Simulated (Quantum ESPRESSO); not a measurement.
A run of Quantum ESPRESSO 7.5 is set up as follows.

File pw.in:

```
&CONTROL
  calculation = 'scf'
  prefix = 'pwscf'
  outdir = './tmp'
  pseudo_dir = './pseudo'
  tprnfor = .true.
  tstress = .true.
  disk_io = 'nowf'
/
&SYSTEM
  ibrav = 0
  nat = 3
  ntyp = 2
  ecutwfc = 55
  ecutrho = 440
  nbnd = 22
  input_dft = 'pbesol'
  occupations = 'smearing'
  smearing = 'fd'
  degauss = 0.00367493
/
&ELECTRONS
  conv_thr = 6d-10
  electron_maxstep = 120
  mixing_beta = 0.3
/
ATOMIC_SPECIES
Zr    91.2240 Zr_pbe_v1.uspp.F.UPF
Se    78.9710 Se_pbe_v1.uspp.F.UPF
CELL_PARAMETERS angstrom
   3.7980000000    0.0000000000    0.0000000000
  -1.8990000000    3.2891644836    0.0000000000
   0.0000000000    0.0000000000    6.1920000000
ATOMIC_POSITIONS crystal
Zr     0.0000000000    0.0000000000    0.0000000000
Se     0.6666666667    0.3333333333    0.7500000000
Se     0.3333333333    0.6666666667    0.2500000000
K_POINTS automatic
8 8 5 0 0 0
HUBBARD {ortho-atomic}
U Zr-4d 2.0
```

Potentials or basis: SSSP 1.3 efficiency PBE.

Command:

```sh
$ OMP_NUM_THREADS=1 pw.x -in pw.in > pw.out
```

Question: Predict the largest force.

Answer: 0.237 eV/Å.

Question: What does it give for the pressure?

Answer: 0.6 GPa.

Question: Predict the band gap on the k mesh.

Answer: 0.64 eV, indirect (least direct gap 1.31 eV).

Forces on the atoms (eV/Å):
```
Zr   0.000  0.000  0.000
Se   0.000  0.000 -0.237
Se   0.000  0.000  0.237
```

Caveat: the potentials were made for another functional, which shifts forces and pressure; an odd mesh through Γ misses points on the zone boundary, where band edges often lie; this functional lacks dispersion, which binds the layers, so the pressure and a relaxed spacing across them are unreliable.

The gap isn't set beside the measured one, since this odd mesh misses points on the zone boundary.
